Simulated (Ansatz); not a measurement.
Here is an unrelaxed guess for Te.

```
Te
1.0
     4.35976    0.00000    0.00000
    -2.17988    3.77566    0.00000
     0.00000    0.00000    4.89642
Te
2
Direct
  0.66667 0.33333 0.15077
  0.33333 0.66667 0.84923
```

Computed with Ansatz, DFT PBE+D3(BJ), scalar-relativistic, plane waves, PAW. Cutoff 420 eV; k points 6×6×4 on the computed 2-atom cell (Γ-centred); Gaussian smearing, width 0.10 eV; no spin polarisation.

Energies count from the standard state of Te at the same level.

Task: What does a single point on this coarse mesh give?

Result: The pressure is 0.1 GPa (the mean over three directions, positive in compression), the largest force is 0.53 eV/Å, and the energy is +0.63 eV/atom against the standard state. The shortest distance is 2.92 Å.

Task: How much does it gain on relaxing, and where does it end?

Result: Relaxing gains about 0.49 eV/atom (the start's value is from the coarse mesh, so the gain is rough) in 15 ionic steps and ends at +0.14 eV/atom on the finer mesh. The symmetry goes from P-3m1 (No. 164) to P6_3/mmc (No. 194). The volume per atom shrinks by 26.7 %, from 40.3 to 29.5 Å³. The shortest distance goes from 2.92 Å (Te–Te) to 3.17 Å (Te–Te). Conventional cell: a = 3.931 Å, c = 4.415 Å. Te has 6 Te at 3.17 Å.

The last run used an 18×18×12 mesh (in the run's order of axes) for its 2-atom cell and Gaussian smearing of 0.10 eV. Spin–orbit coupling, which can matter for Te, is left out. The relaxation can't lower the symmetry of the start. Symmetry constrained the relaxation, so the result can be a saddle point.
